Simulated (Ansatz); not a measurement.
# KCl: the cost of one run

Method: DFT PBEsol, scalar-relativistic, in Ansatz 0.2.0.

## Step 1: The structure to begin with

The structure is cubic, space group Pm-3m (No. 221). The conventional cell has a = 3.634 Å, b = 3.634 Å, c = 3.634 Å, α = 90.00°, β = 90.00°, γ = 90.00°. K (site symmetry m-3m) has 8 Cl at 3.15 Å as nearest neighbours. Cl (site symmetry m-3m) has 8 K at 3.15 Å as nearest neighbours.

Coordinates:

```cif
data_structure
_symmetry_space_group_name_H-M 'Pm-3m'
_symmetry_Int_Tables_number 221
_cell_length_a 3.6340
_cell_length_b 3.6340
_cell_length_c 3.6340
_cell_angle_alpha 90.000
_cell_angle_beta 90.000
_cell_angle_gamma 90.000
_cell_volume 47.99
loop_
_atom_site_label
_atom_site_type_symbol
_atom_site_symmetry_multiplicity
_atom_site_Wyckoff_symbol
_atom_site_fract_x
_atom_site_fract_y
_atom_site_fract_z
_atom_site_occupancy
K1 K 1 a 0.00000 0.00000 0.00000 1
Cl1 Cl 1 b 0.50000 0.50000 0.50000 1
```

The file gives the conventional cell by its symmetry; the runs use the cell typed in the input.

Atoms are numbered in the order of the input: K1, Cl2.

## Step 2: After the deformation

Space group Pm-3m before, R-3m after.

## Step 3: Full-potential LAPW

Contents of input.yaml:

```yaml
crystal:
  lattice:
    - [3.634, 0.01817, 0.01817]
    - [0.01817, 3.634, 0.01817]
    - [0.01817, 0.01817, 3.634]
  atoms:
    - { symbol: K, position: [0.0, 0.0, 0.0] }
    - { symbol: Cl, position: [0.5, 0.5, 0.5] }
kpoints:
  mp_grid: { grid: [7, 7, 7] }
  band_path:
    path:
      - [0.0, 0.0, 0.0]
      - [0.5, 0.5, 0.5]
      - [0.5098274679, 0.4901725321, 0.5]
      - [0.5, -0.4901725321, 0.4901725321]
      - [0.5, 0.0, 0.0]
      - [0.0, 0.0, 0.0]
      - [0.4950862661, -0.4950862661, 0.0]
      - [0.5049137339, 0.0, 0.4950862661]
      - [0.5, 0.0, 0.5]
    npoints: 5
scf:
  occupations: { method: fermi_dirac, width: 0.01 }
hamiltonian:
  xc: pbesol
  pseudopotentials: { kind: all_electron, lapw: { basis_error: 0.001 } }
output:
  forces: true
  stress: true
  eigenvalues: true
```

Run with:

```console
> ansatz run input.yaml --threads 1 --pin off --max-ram 3072MiB --backend cpu --events-out ev --progress --plain --runs-dir out
```

What time and memory should one allow on 1 thread of Arm Neoverse V1, shared host?

About 5.7 s, with a peak of 0.25 GiB.
